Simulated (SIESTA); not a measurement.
CuO (Tenorite):

```
Cu O
1.0
     2.34465   -1.71340    0.00000
     2.34465    1.71340    0.00000
    -0.86055    0.00000    5.05944
Cu O
2 2
Direct
  0.49680 0.00320 0.50000
  0.00320 0.49680 0.00000
  0.40560 0.57140 0.75370
  0.57140 0.40560 0.25370
```

Base run:

* Program: SIESTA 5.4.2
* Functional: PBEsol
* Potentials or basis: PseudoDojo 0.4 standard (PBEsol files)
* Basis: DZ (energy shift 0.003 Ry; two zetas on semicore shells)
* Grid cutoff: 800 Ry
* Energy shift: 0.003 Ry
* k mesh: 10 × 10 × 5
* Occupations: fermi-dirac, width 0.05 eV
* Spin: no spin polarisation

Its results: band gap on the k mesh none (metal or under the smearing width); pressure -3.4 GPa; largest force 0.906 eV/Å.

Question: After a change of settings the same cell gave: band gap on the k mesh none (metal or under the smearing width); pressure 5.7 GPa; largest force 1.105 eV/Å. Which change was it?
A. basis from DZ (energy shift 0.003 Ry; two zetas on semicore shells) to DZP (energy shift 0.003 Ry; two zetas on semicore shells)
B. basis from DZ (energy shift 0.003 Ry; two zetas on semicore shells) to TZDP (energy shift 0.003 Ry; two zetas on semicore shells)
C. basis from DZ (energy shift 0.003 Ry; two zetas on semicore shells) to SZ (energy shift 0.003 Ry)
D. basis from DZ (energy shift 0.003 Ry; two zetas on semicore shells) to SZP (energy shift 0.003 Ry)

Answer: C.

Caveats: the basis has no polarisation orbitals; short orbitals over semicore shells can move pressures by several GPa; the basis of atomic orbitals isn't converged, which shifts pressures, moduli and gaps; the run has no spin polarisation, though such a crystal can be magnetic; semilocal functionals often make such compounds metallic where correlation or magnetic order opens a gap, which also shifts bond lengths; forces of over 1 eV/Å show positions far from the minimum, so gaps and moduli don't describe the material at rest (some runs).
